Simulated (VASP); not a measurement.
Write the native input for VASP 6.6.1 that does the following.

```yaml
Task: relaxation of cell and atoms
Functional: PBE
Potentials_or_basis: VASP PAW PBE potentials, release 64 (Cd, O)
Cutoff: 520 eV
k_mesh: 16 × 16 × 16
Occupations: gaussian, width 0.1 eV
Spin: no spin polarisation
Target_pressure: 112.5 GPa
Further_INCAR_settings: ALGO = Fast; EDIFF = 1e-07; IBRION = 2; EDIFFG = -0.002; NSW = 80; ISIF = 3
Target_pressure: 112.5 GPa
```

The structure of CdO lies in POSCAR:

```
CdO                                     
1.0
    0.0000000000      2.1689355579      2.1689355579
    2.1689355579      0.0000000000      2.1689355579
    2.1689355579      2.1689355579      0.0000000000
  Cd              O             
     1     1
Direct
     0.0000000000000000    0.0000000000000000    0.0000000000000000
     0.5000000000000000    0.5000000000000000    0.5000000000000000
```

These files were run (other wordings do the same):

INCAR

```
SYSTEM = CdO
  PREC = Accurate
  ENCUT = 520
  EDIFF = 1E-7
  ISMEAR = 0
  SIGMA = 0.1
  LREAL = .FALSE.
  LASPH = .TRUE.
  NELM = 60
  ALGO = Fast
  ISIF = 3
  LWAVE = .FALSE.
  LCHARG = .FALSE.
  GGA = PE
  IBRION = 2
  NSW = 80
  EDIFFG = -0.002
  PSTRESS = 1125.0
```

KPOINTS

```
regular mesh
0
G
  16 16 16
  0 0 0
```

Potentials or basis: VASP PAW PBE potentials, release 64 (Cd, O).

Command:

```bash
$ cat potpaw_PBE.64/Cd/POTCAR potpaw_PBE.64/O/POTCAR > POTCAR
$ mpirun -np 1 vasp_std > vasp.out
```

Results of the run:

- Relaxed volume: 9.47 Å³/atom
- Relaxed cell: a = 2.992 Å, b = 2.992 Å, c = 2.992 Å, α = 60.00°, β = 60.00°, γ = 60.00°
- Space group after relaxing (to 0.05 Å): Fm-3m (No. 225)
- Energy change on relaxing (the enthalpy is what falls): +423.4 meV/atom
- Ionic steps: 5
- Pressure after relaxing: 112.5 GPa
- Band gap on the k mesh: 0.25 eV, indirect (least direct gap 3.26 eV)

Caveat: the cell is relaxed towards a set pressure, so the enthalpy falls and the energy may rise.

Wall time 46 s on 1 thread of Intel(R) Xeon(R) 6975P-C (Granite Rapids) (shared host), peak memory 0.18 GiB.
